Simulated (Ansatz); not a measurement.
Crystal: PtS2.

```
Pt S
1.0
     3.54320    0.00000    0.00000
    -1.77160    3.06850    0.00000
     0.00000    0.00000    5.03880
Pt S
1 2
Cartesian
  0.0000 0.0000 0.0000
  1.7716 1.0228 3.8950
  0.0000 2.0457 1.1438
```

Base run:

```yaml
Program: Ansatz 0.2.0
Functional: HSE06 form with a typed share of exact exchange
Potentials_or_basis: Ansatz PAW
Cutoff: 420 eV
Density_cutoff: 1680 eV
k_mesh: 5 × 5 × 3
Occupations: fermi-dirac, width 0.05 eV
Spin: no spin polarisation
```

Its results: band gap on the k mesh 2.06 eV, indirect (least direct gap 2.33 eV); largest force 0.885 eV/Å.

**Question.** After a change of settings the same cell gave: band gap on the k mesh 2.53 eV, indirect (least direct gap 2.80 eV); largest force 0.714 eV/Å. Which change was it?
A. functional from HSE06 form with a typed share of exact exchange to PBEsol; k mesh from 5 × 5 × 3 to 9 × 9 × 5
B. functional from HSE06 form with a typed share of exact exchange to PBEsol0
C. screening (1/å) from 0.15 to 0.4
D. screening (1/å) from 0.15 to 0.1

**Answer.** B.

Caveats: spin-orbit coupling is left out, which moves the levels of the heavy elements; the PAW data sets come from PBE, with cores solved anew for the run's functional, which leaves a small shift of forces and pressure; odd divisions of the mesh miss points on the zone boundary, where band edges often lie, so the gap on the mesh can be too wide (some runs); the k mesh misses the band edges, so the gap on the mesh is wider than the one along the path (some runs).

Not every run made on this cell is shown here.
